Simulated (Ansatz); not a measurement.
# SnO2: the cost of one run

Program: Ansatz 0.2.0. Level of theory: DFT r2SCAN, scalar-relativistic, plane waves, PAW. These are calculated values, not measurements.

3 further runs of the same task are left out: 3 set aside as unsound or not needed.

### Step 1. The starting structure

The structure is tetragonal, space group P4_2/mnm (No. 136). Conventional cell: a = 4.759 Å, b = 4.759 Å, c = 3.201 Å, α = 90.00°, β = 90.00°, γ = 90.00°. Around Sn (site symmetry mmm) lie 6 O at 2.06 to 2.07 Å. O (site symmetry m2m) has 3 Sn at 2.06 to 2.07 Å as nearest neighbours.

As a file:

```
Sn O
1.0
     4.75920    0.00000    0.00000
     0.00000    4.75920    0.00000
     0.00000    0.00000    3.20127
Sn O
2 4
Direct
  0.50000 0.50000 0.50000
  0.00000 0.00000 0.00000
  0.19406 0.80594 0.50000
  0.80594 0.19406 0.50000
  0.30594 0.30594 0.00000
  0.69406 0.69406 0.00000
```

It goes back to an entry of the Materials Project.

It is the result of an earlier relaxation at this level (volume 12.08 Å³/atom; gap on the mesh: 1.77 eV).

### Step 2. Band edges over the zone

File input.yaml:

```yaml
crystal:
  lattice:
    - [4.7592005657, 0.0, 0.0]
    - [0.0, 4.7592005657, 0.0]
    - [0.0, 0.0, 3.2012699652]
  atoms:
    - { symbol: Sn, position: [0.5, 0.5, 0.5] }
    - { symbol: Sn, position: [0.0, 0.0, 0.0] }
    - { symbol: O, position: [0.1940616415, 0.8059383585, 0.5] }
    - { symbol: O, position: [0.8059383585, 0.1940616415, 0.5] }
    - { symbol: O, position: [0.3059383585, 0.3059383585, 0.0] }
    - { symbol: O, position: [0.6940616415, 0.6940616415, 0.0] }
basis:
  ecutwfc: 500
kpoints:
  mp_grid: { grid: [6, 6, 8] }
  band_path: { path: [VBM, CBM], npoints: 2 }
hamiltonian:
  xc: r2scan
scf:
  occupations: { method: gaussian, width: 0.02 }
output:
  forces: true
  stress: true
  eigenvalues: true
checkpoint:
  read: start.run
  write: ck
  compress: false
  write_wavefunctions: false
  write_every: 100000
```

Launch:

```console
> ansatz run input.yaml --threads 1 --pin off --max-ram 2560MiB --backend cpu --events-out ev --progress --plain --runs-dir out
```

Q: Estimate wall time and peak memory on 1 thread of Oxide Virtual Turin-like (Zen 5), shared host.

About 21 s, with a peak of 0.57 GiB.
